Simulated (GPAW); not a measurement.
## How the form of the self-energy moves the gap of GaN (F-43m)

Aim: compare treatments of exchange, screening and correlation for the gap of GaN (F-43m).

Method: PBE and many-body steps on it, plane waves, in GPAW 26.7.0.

**What was measured.**

- Gap 3.23 eV: absorption onset (direct gap at Gamma) of unexcited film, from imaginary part of dielectric function; spectroscopic ellipsometry (steady-state reference of time-resolved measurement); 300 K; film on 3C-SiC/Si(001) (“Femtosecond pump-probe absorption edge spectroscopy of cubic GaN”, 2022, arxiv:2206.02223).

Most raw output is cut from this account.

### Step 1. The structure

Symmetry: F-43m, No. 216, cubic system. Conventional cell: a = 4.507 Å, b = 4.507 Å, c = 4.507 Å, α = 90.00°, β = 90.00°, γ = 90.00°. Ga has 4 N at 1.95 Å nearest. Nearest to N lie 4 Ga at 1.95 Å. Farther neighbours and most contacts between anions are not listed.

As a file:

```
Ga N
1.0
     0.00000    2.25350    2.25350
     2.25350    0.00000    2.25350
     2.25350    2.25350    0.00000
Ga N
1 1
Direct
  0.00000 0.00000 0.00000
  0.75000 0.75000 0.75000
```

The cell and positions are those that the Materials Project relaxed with its own functionals (PBE, PBE+U or r2SCAN), kept fixed. This is not the form that GaN usually takes at ambient conditions.

### Step 2. Empty states on the mesh, 6×6×6 mesh, 130 bands

This step: GPAW 26.7.0; DFT, PBE, plane waves, PAW.

The sums over transitions need many empty states on a uniform mesh; this step solves for them.

File run.py:

```python
import json
import numpy as np
from gpaw.mpi import world
from gpaw import GPAW

calc = GPAW('gs.gpw').fixed_density(kpts={'size': (6, 6, 6), 'gamma': True},
    parallel={'domain': 1, 'band': 1},
    txt='nscf.txt')
calc.diagonalize_full_hamiltonian(nbands=130)
calc.write('full.gpw', mode='all')
res = {}
kpts = calc.get_ibz_k_points()
res['kpts'] = kpts
res['eigenvalues'] = [calc.get_eigenvalues(kpt=k) for k in range(len(kpts))]
res['n_electrons'] = calc.get_number_of_electrons()

if world.rank == 0:
    with open('result.json', 'w') as f:
        json.dump(res, f, default=lambda x: x.tolist())
```

Started as:

```console
> mpirun -n 12 gpaw python run.py
```

It took 14 s on 12 MPI ranks of Intel Xeon Platinum 8559C (Emerald Rapids), shared host; peak memory 2.3 GiB.

Numbers from this step:

```
gap                                                           : 1.804 eV
k of the valence top                                          : 0, 0, 0
k of the conduction bottom                                    : 0, 0, 0
least direct gap                                              : 1.804 eV
k points computed                                             : 16
lowest point of the top converged band, above the valence top : 164.4164 eV
```

On this mesh the gap is 1.804 eV.

### Step 3. G0W0, Godby-Needs plasmon pole

Now the one-shot GW correction: screening in the RPA, then the self-energy of the levels asked for.

This step: G0W0 with a vertex from the rALDA kernel on PBE, plane waves, PAW.

File run.py:

```python
import json
import numpy as np
from gpaw.mpi import world
from gpaw.response.g0w0 import G0W0

gw = G0W0('full.gpw',
    filename='gw',
    kpts=[0],
    bands=(2, 6),
    ecut=175,
    nbands=120,
    integrate_gamma='WS',
    ppa=True,
    xc='rALDA',
    fxc_mode=None,
    fxc_modes=['GWP', 'GWS', 'GWG'],
    do_GW_too=True)
gw.calculate()
res = {mode: {k: v for k, v in r.items() if k != 'sigma_eskwn'}
       for mode, r in gw.all_results.items()}

if world.rank == 0:
    with open('result.json', 'w') as f:
        json.dump(res, f, default=lambda x: x.tolist())
```

Started as:

```console
> mpirun -n 12 gpaw python run.py
```

The job ended after 5.4 min (12 MPI ranks; peak memory 4.9 GiB; 32 min of CPU time).

Numbers from this step:

| Quantity | Value |
| --- | --- |
| gap with the vertex in the polarisability | 3.145 eV |
| gap with the vertex in the self-energy | 3.384 eV |
| gap with the vertex in both | 3.271 eV |
| G0W0 gap on the points computed | 3.258 eV |
| least direct G0W0 gap on the computed points | 3.258 eV |
| Z at the valence top | 0.7802 |
| Z at the conduction bottom | 0.8127 |
| starting gap on the mesh | 1.804 eV |
| k of the valence top | 0, 0, 0 |
| k of the conduction bottom | 0, 0, 0 |

The gap on the mesh goes from 1.80 eV to 3.26 eV, a correction of +1.45 eV.

### Step 4. G0W0 with rALDA vertex

run.py: that of step 3 with these lines changed.

```diff
@@ -9,4 +9,4 @@
     bands=(2, 6),
-    ecut=175,
-    nbands=120,
+    ecut=105,
+    nbands=55,
     integrate_gamma='WS',
@@ -14,5 +14,3 @@
     xc='rALDA',
-    fxc_mode=None,
-    fxc_modes=['GWP', 'GWS', 'GWG'],
-    do_GW_too=True)
+    fxc_mode='GWG')
 gw.calculate()
```

Started as:

```console
> mpirun -n 12 gpaw python run.py
```

The job ended after 47 s (12 MPI ranks; peak memory 3.8 GiB).

This step gave:

| Item | Value |
| --- | --- |
| quasiparticle gap on the points computed | 3.178 eV |
| least direct quasiparticle gap on the computed points | 3.178 eV |
| Z at the valence top | 0.7870 |
| Z at the conduction bottom | 0.8226 |
| starting gap on the mesh | 1.804 eV |
| k of the valence top | 0, 0, 0 |
| k of the conduction bottom | 0, 0, 0 |

Against G0W0 in GPAW (6×6×6 mesh, 120 bands, screening to 175 eV, Godby-Needs plasmon pole), the gap moves by −0.080 eV.

### Step 5. Side by side

Times are wall times on 12 MPI ranks of Intel Xeon Platinum 8559C (Emerald Rapids), shared host, good to a factor of about two.

| run | mesh | bands | screening cutoff (eV) | DFT gap (eV) | gap on the mesh (eV) | direct (eV) | time |
| --- | --- | --- | --- | --- | --- | --- | --- |
| G0W0, Godby-Needs plasmon pole | 6×6×6 | 120 | 175 | 1.804 | 3.258 | 3.258 | 5.4 min |
| G0W0 with rALDA vertex | 6×6×6 | 55 | 105 | 1.804 | 3.178 | 3.178 | 47 s |

### Step 6. What came out

```yaml
g0w0_godby_needs_plasmon_pole: 3.258 eV
g0w0_with_ralda_vertex: 3.178 eV
known_limits: not at the basis limit; no spin-orbit coupling
```

**Reading.** G0W0 with rALDA vertex: −0.080 eV against G0W0, Godby-Needs plasmon pole, at other bands or cutoff, so not like for like. With the rALDA kernel as a vertex the gap is 3.14 eV (in the polarisability), 3.38 eV (in the self-energy) and 3.27 eV (in both), against 3.26 eV without. Against experiment, by G0W0, Godby-Needs plasmon pole: the direct gap of 3.26 eV lies +0.03 eV from the measured 3.23 eV (exciton, 300 K, on 3C-SiC/Si(001), 2022). An exciton line or allowed optical edge lies below the quasiparticle gap by the binding energy; a forbidden edge can push the onset above it. These are gaps on the mesh, at modest bands and cutoff. The calculation has static nuclei and no excitons; a measured gap holds zero-point and thermal motion, which mostly lowers it. Bands and cutoff are finite, so the gap is not at the basis limit. The miss can reach some tenths of an eV and take either sign; the mesh is an error of its own. These stock PAW sets were not made for GW; the filled d or f shell of Ga lies in the frozen core, which bears on start and correction. In the G0W0 runs levels were corrected at 1 k point alone, so a gap called «on the mesh» is the least over those, and an edge elsewhere would be missed. The many-body steps are scalar-relativistic: spin-orbit coupling is not in them.

[Paths, hosts, dates, memory and timing lines, banners, echoed tables and standing remarks are left out of the program output.]

[Logs are printed without paths, hosts, clocks, repeated set-up lines and the standing remarks that a program may print on its own settings, such as how far it seeks lower states.]

[Runs of the session that timed out or met a known fault of the program may be left out.]

[Hosts, paths, dates, database ids (printed as entryN), source tags and the programs' standing remarks are cut or masked in the printed files.]
